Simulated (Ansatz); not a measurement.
The cell of Al₂Cu is invented: random cell by space group and Wyckoff sites (P4, No. 75). Lengths were set from tabulated atomic sizes, so they are only a guess.

```
Al Cu
1.0
     3.95634    0.00000    0.00000
     0.00000    3.95634    0.00000
     0.00000    0.00000    6.06635
Al Cu
4 2
Direct
  0.09401 0.68441 0.83830
  0.90599 0.31559 0.83830
  0.31559 0.09401 0.83830
  0.68441 0.90599 0.83830
  0.50000 0.50000 0.98018
  0.50000 0.50000 0.50998
```

Computed with DFT PBE, scalar-relativistic, plane waves, PAW (Ansatz 0.2.0). Cutoff 420 eV, Gaussian smearing, Γ-centred meshes. Cell and atoms relax first on a coarse mesh and then on a finer one. In between, the cell is made exact in the group found at 0.06 Å. In metals the finer mesh still leaves noise of several meV/atom or more. The steps can't lower the symmetry of their start. No spin polarisation.

A guess keeps its type if space group and coordination stay and the shape of the cell changes little (axis ratios within about 15 %, angles within 6°); the volume may change.

Problem. Does it keep its structure type, or change into something else?

Solution. It doesn't keep its type. The symmetry goes from P4 (No. 75) to P4/m (No. 83). The volume per atom grows by 51.5 %, from 15.8 to 24.0 Å³. The shortest distance goes from 1.64 Å (Al–Al) to 2.26 Å (Cu–Cu). Counting neighbours within 15 % of an atom's shortest distance, the start has Al 3, Cu 4/5 and the end Al 5, Cu 6. In detail, at the end Al is surrounded by 2 Cu at 2.47 Å, 3 Al at 2.69–2.78 Å and 2 Al at 3.00 Å; around Cu lie 1 Cu at 2.26 Å, 4 Al at 2.47 Å and 1 Cu at 2.53 Å.

```cif
data_structure
_symmetry_space_group_name_H-M 'P4/m'
_symmetry_Int_Tables_number 83
_cell_length_a 5.4771
_cell_length_b 5.4771
_cell_length_c 4.7967
_cell_angle_alpha 90.000
_cell_angle_beta 90.000
_cell_angle_gamma 90.000
_cell_volume 143.90
loop_
_atom_site_label
_atom_site_type_symbol
_atom_site_symmetry_multiplicity
_atom_site_Wyckoff_symbol
_atom_site_fract_x
_atom_site_fract_y
_atom_site_fract_z
_atom_site_occupancy
Al1 Al 4 k 0.16397 0.69346 0.50000 1
Cu1 Cu 2 h 0.50000 0.50000 0.76394 1
```

The last run used an 8×8×8 mesh for its 6-atom cell and Gaussian smearing of 0.10 eV. A structure relaxed within its symmetry needn't be a true minimum. Another cell of Al2Cu relaxed alike, in Fm-3m (a Materials Project cell), lies 0.74 eV/atom lower, so this cell isn't the stable form at this level.

In counts of neighbours, a slash parts the counts of unlike sites.
